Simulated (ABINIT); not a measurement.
# CoO (I4/mmm) in ABINIT: notebook, part 2 of 2

ABINIT 10.8.3 (patched build).

## 5. Single point, RPBE, collinear spin, ferromagnetic start

run.abi

```
pp_dirpath "./"
pseudos "Co.GGA_PBE-JTH.xml, O.GGA_PBE-JTH.xml"

acell 2.9981027643 2.9981027643 2.9981027643 Angstrom
rprim
    -0.5029847602     0.5029847602     0.7028603432
     0.5029847602    -0.5029847602     0.7028603432
     0.5029847602     0.5029847602    -0.7028603432
ntypat 2
znucl 27 8
natom 2
typat 1 2
xred
     0.0000000000     0.0000000000     0.0000000000
     0.5000000000     0.5000000000     0.0000000000

ecut 843.552974 eV
pawecutdg 53.0
pawxcdev 0

kptopt 1
ngkpt 10 10 10
nshiftk 1
shiftk 0.0 0.0 0.0

ixc 15

nband 16
occopt 3
tsmear 0.05 eV

nsppol 2
spinat
     0.0000000000     0.0000000000     2.0000000000
     0.0000000000     0.0000000000     0.0000000000

nstep 100
tolvrs 1.0e-9

iomode 3
prtwf 0
prteig 0
prtebands 0
enunit 1
prtden 1
prtvha 1
prtvclmb 1
prtpot 1
```

Potentials or basis: JTH PAW PBE v2.0.

Launch:

```console
abinit run.abi > log 2>&1
```

run.abo:

```text
.Version 10.8.3 of ABINIT
 Symmetries : space group I4/m m m (#139); Bravais tI (body-center tetrag.)
================================================================================
 Values of the parameters that define the memory need of the present run
     intxc =       0    ionmov =       0      iscf =      17    lmnmax =      18
     lnmax =       6     mgfft =      30  mpssoang =       3    mqgrid =    3001
     natom =       2  nloc_mem =       2    nspden =       2   nspinor =       1
    nsppol =       2      nsym =      16    n1xccc =       1    ntypat =       2
    occopt =       3   xclevel =       2
       mpw =        1078          nfft =       27000          nkpt =         102
 PAW method is used; the additional fine FFT grid is defined by:
   mgfftf=        40    nfftf =     64000
================================================================================
================================================================================

--------------------------------------------------------------------------------
------------- Echo of variables that govern the present computation ------------
--------------------------------------------------------------------------------
 -outvars: echo values of preprocessed input variables --------
            acell      5.6655931219E+00  5.6655931219E+00  5.6655931219E+00 Bohr
              amu      5.89332000E+01  1.59994000E+01
             ecut      3.10000000E+01 Hartree
           enunit           1
                       outvar_i_n : Printing only first  50 k-points.
              ixc          15
                       outvar_i_n : Printing only first  50 k-points.
         kptrlatt       10    0    0      0   10    0      0    0   10
          kptrlen      5.66559312E+01
            natom           2
            nband          16
            ngfft          30      30      30
          ngfftdg          40      40      40
             nkpt         102
           nspden           2
           nsppol           2
            nstep         100
             nsym          16
           ntypat           2
                       prtocc : prtvol=0, do not print more k-points.
                       1.000000  1.000000  1.000000  1.000000  1.000000  1.000000
                       1.000000  1.000000  1.000000  1.000000  1.000000  1.000000
                       0.000000  0.000000  0.000000  0.000000
                       1.000000  1.000000  1.000000  1.000000  1.000000  1.000000
                       1.000000  1.000000  1.000000  1.000000  1.000000  1.000000
                       0.000000  0.000000  0.000000  0.000000
                       1.000000  1.000000  1.000000  1.000000  1.000000  1.000000
                       1.000000  1.000000  1.000000  1.000000  1.000000  1.000000
                       0.000000  0.000000  0.000000  0.000000
[... 344 lines left out ...]
 -83.31154  -46.58535  -46.53625  -46.53625   -9.22648    7.99658    8.05480    8.05480
   9.55930    9.55930    9.58006   10.79938   10.87278   12.20886   27.32032   29.25784
 prteigrs : prtvol=0 or 1, do not print more k-points.

--- !EnergyTerms
iteration_state     : {dtset: 1, }
comment             : Components of total free energy in Hartree
kinetic             :  1.92171773622468E+01
hartree             :  4.22572875039520E+01
xc                  : -6.02267353909551E+00
Ewald energy        : -1.06646217895261E+02
psp_core            :  3.50504041554917E+00
local_psp           : -1.41824118055120E+02
PAW spherical_terms :  2.70916994504199E+01
internal            : -1.62421804757308E+02
'-kT*entropy'       : -1.22173022356868E-03
total_energy        : -1.62423026487532E+02
total_energy_eV     : -4.41975570899342E+03
...

--- !EnergyTermsDC
iteration_state     : {dtset: 1, }
comment             : '"Double-counting" decomposition of free energy'
band_energy         : -1.39944099909187E+01
Ewald energy        : -1.06646217895261E+02
psp_core            :  3.50504041554917E+00
xc_dc               : -4.04654659181474E+01
PAW spherical_terms : -4.82075392881101E+00
internal            : -1.62421807317589E+02
'-kT*entropy'       : -1.22173022356868E-03
total_energy_dc     : -1.62423029047812E+02
total_energy_dc_eV  : -4.41975577866221E+03
...

--- !EnergyTermsWithPAWCore
iteration_state     : {dtset: 1, }
comment             : 'Components of total free energy, including PAW core contributions'
Total energy        : -1.46891787570189E+03
Total energy DC     : -1.46891787826217E+03
Total energy (eV)   : -3.99712916793500E+04
Total energy DC (eV): -3.99712917490188E+04
...

 Cartesian components of stress tensor (hartree/bohr^3)
  sigma(1 1)= -1.72396045E-04  sigma(3 2)=  0.00000000E+00
  sigma(2 2)= -1.72396045E-04  sigma(3 1)=  0.00000000E+00
  sigma(3 3)= -1.74618508E-04  sigma(2 1)=  0.00000000E+00

-Cartesian components of stress tensor (GPa)         [Pressure=  5.0939E+00 GPa]
- sigma(1 1)= -5.07206675E+00  sigma(3 2)=  0.00000000E+00
- sigma(2 2)= -5.07206675E+00  sigma(3 1)=  0.00000000E+00
- sigma(3 3)= -5.13745386E+00  sigma(2 1)=  0.00000000E+00

== END DATASET(S) ==============================================================
================================================================================

 -outvars: echo values of variables after computation  --------
            acell      5.6655931219E+00  5.6655931219E+00  5.6655931219E+00 Bohr
           etotal     -1.6242302905E+02
            fcart     -0.0000000000E+00 -0.0000000000E+00 -0.0000000000E+00
                      -0.0000000000E+00 -0.0000000000E+00 -0.0000000000E+00
            rprim     -5.0298476020E-01  5.0298476020E-01  7.0286034320E-01
                       5.0298476020E-01 -5.0298476020E-01  7.0286034320E-01
                       5.0298476020E-01  5.0298476020E-01 -7.0286034320E-01
           strten     -1.7239604471E-04 -1.7239604471E-04 -1.7461850750E-04
                       0.0000000000E+00  0.0000000000E+00  0.0000000000E+00
           xangst      0.0000000000E+00  0.0000000000E+00  0.0000000000E+00
                       3.3629806150E-17  3.3629806150E-17  2.1072475379E+00
             xred      0.0000000000E+00  0.0000000000E+00  0.0000000000E+00
                       5.0000000000E-01  5.0000000000E-01  2.2300932461E-17
 Calculation completed.
```

It took 4 min on 1 thread of Arm Neoverse V1, shared host; peak memory 0.22 GiB.

What came out:

```
Free energy                                           : -4419.7558 eV
Pressure                                              : 5.1 GPa
Band gap on the k mesh                                : none (metal or under the smearing width)
Net moment                                            : 2.93 μB per cell
Site moments                                          : Co +2.59; O +0.28 μB
Valence electrons inside the program's atomic spheres : Co 15.26; O 4.53
```

Caveat: the PAW data sets were made with another functional, which shifts forces and pressure a little; a cell with one magnetic atom can't hold antiferromagnetic order, which such compounds often take; semilocal functionals often make such compounds metallic where correlation or magnetic order opens a gap, which also shifts bond lengths. With open d or f shells a metallic result of RPBE can be an artefact of self-interaction; +U or a hybrid may open a gap.

## 6. Overview

```tsv
level	gap on the mesh (eV)	pressure (GPa)	moment (μB)
PBE	none	-0.8	2.91
PBEsol	none	-9.8	2.93
RPBE	none	5.1	2.93
```

Alike in all rows: task single point; potentials or basis JTH PAW PBE v2.0; spin collinear, ferromagnetic start; cell as given; k mesh 10 × 10 × 10; cutoff (eV) 844; smearing fermi-dirac 0.05 eV.

Every run on the cell as given and a fine mesh finds a metal. The pressure there spans -9.8 GPa (PBEsol) to 5.1 GPa (RPBE); a positive pressure means that this level wants a larger cell, a negative one a smaller.

Caveats: a cell with one magnetic atom can't hold antiferromagnetic order, which such compounds often take; semilocal functionals often make such compounds metallic where correlation or magnetic order opens a gap, which also shifts bond lengths; the PAW data sets were made with another functional, which shifts forces and pressure a little (some runs).

Absolute energies hang on the potentials; compare differences alone.
